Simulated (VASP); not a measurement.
TaN: single point with PBEsol+U

The system is TaN.

```
Ta N
1.0
     0.00000    2.49114    2.49114
     2.49114    0.00000    2.49114
     2.49114    2.49114    0.00000
Ta N
1 1
Direct
  0.00000 0.00000 0.00000
  0.25000 0.25000 0.25000
```

The cell comes from a database or a generator and needn't be the stable form of this composition.

```yaml
Program: VASP 6.6.1
Task: single point
Functional: PBEsol
Potentials_or_basis: VASP PAW PBE potentials, release 64 (Ta_pv, N)
Cutoff: 520 eV
k_mesh: 7 × 7 × 7
Occupations: gaussian, width 0.05 eV
Spin: collinear spin, ferromagnetic start
Starting_moments: "[0.5, 0.0] μB"
Hubbard_terms: Ta d U = 4 eV
Further_INCAR_settings: ALGO = Fast; EDIFF = 1e-06
```

```
Pressure                                              : -24.5 GPa
Band gap on the k mesh                                : none (metal or under the smearing width)
Net moment                                            : 0.03 μB per cell
Site moments                                          : Ta +0.03; N -0.00 μB
Valence electrons inside the program's atomic spheres : Ta 8.52; N 3.68
```

Levels at points of the mesh, in eV from the Fermi level:
Spin up:
```csv
k point,band 4,band 5,band 6,band 7,band 8,band 9,band 10,band 11,band 12
"(0.00, 0.00, 0.00)",-16.93,-6.29,-6.29,-6.29,-1.83,0.55,0.55,4.69,4.69
```
Spin down:
```csv
k point,band 6,band 7,band 8,band 9,band 10,band 11
"(0.00, 0.00, 0.00)",-6.28,-6.28,-1.82,0.60,0.60,4.71
```

Eigenvalues of the final occupation matrices:
```
    site  spin  trace               eigenvalues
site 1 d     1   1.05  0.15 0.15 0.25 0.25 0.25
site 1 d     2   1.02  0.15 0.15 0.24 0.24 0.24
```

Wall time 14 s on 1 thread of Intel(R) Xeon(R) 6975P-C (Granite Rapids), with other jobs on the host, peak memory 0.17 GiB.

Caveat: the PAW data sets were made with another functional, which shifts forces and pressure a little. The state reached can hang on the start; a lower one may exist.
